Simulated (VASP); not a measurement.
Input of a VASP 6.6.1 run:

INCAR

```
SYSTEM = Na
PREC = Accurate
ENCUT = 520
EDIFF = 1E-6
ISMEAR = -1
SIGMA = 0.1
LREAL = .FALSE.
LASPH = .TRUE.
NELM = 80
ALGO = Normal
ISIF = 2
LWAVE = .FALSE.
LCHARG = .TRUE.
LELF = .TRUE.
LVHAR = .TRUE.
NBANDS = 14
```

Contents of KPOINTS:

```
Automatic mesh
0
G
  11 11 6
  0 0 0
```

POSCAR

```
Na
1.0
    3.5703306634      0.0000000000      0.0000000000
   -1.7851653317      3.0919970544      0.0000000000
    0.0000000000      0.0000000000      5.8292994818
Na
2
Direct
    0.3333333333      0.6666666667      0.2500000000
    0.6666666667      0.3333333333      0.7500000000
```

Potentials or basis: VASP PAW LDA potentials, release 64 (Na_pv).

Command:

```sh
$ cat potpaw_LDA.64/Na_pv/POTCAR > POTCAR
$ mpirun -np 1 vasp_std > vasp.out
```

Estimate the band gap on the k mesh.

none (metal or under the smearing width).

Estimate the pressure.

0.4 GPa.

Stress tensor (GPa, compression positive):
```
0.32 0.00 0.00
0.00 0.32 0.00
0.00 0.00 0.54
```
